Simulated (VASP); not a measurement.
A run of VASP 6.6.1:

File INCAR:

```
SYSTEM = Si
ALGO = Normal
EDIFF = 1E-6
ENCUT = 520
GGA = PE
ISIF = 2
ISMEAR = -1
LASPH = .True.
LCHARG = .False.
LREAL = .False.
LWAVE = .False.
NBANDS = 11
NELM = 80
PREC = Accurate
SIGMA = 0.02
```

Contents of KPOINTS:

```
k-points
0
Gamma
  14 14 14
  0 0 0
```

POSCAR

```
Si
1.0
    0.0000000000      2.7155000000      2.7155000000
    2.7155000000      0.0000000000      2.7155000000
    2.7155000000      2.7155000000      0.0000000000
Si
2
Direct
    0.0000000000      0.0000000000      0.0000000000
    0.2500000000      0.2500000000      0.2500000000
```

Potentials or basis: VASP PAW PBE potentials, release 64 (Si).

The run is started by

```console
$ cat potpaw_PBE.64/Si/POTCAR > POTCAR
$ mpirun -np 1 vasp_std > vasp.out
```

Hardware: 1 thread of Intel(R) Xeon(R) Platinum 8488C (Sapphire Rapids), with other jobs on the host.

Estimate the wall time of this run.

Wall time 23 s on 1 thread of Intel(R) Xeon(R) Platinum 8488C (Sapphire Rapids) (shared host), peak memory 0.17 GiB. Counts: scf iterations 11, k points 104.
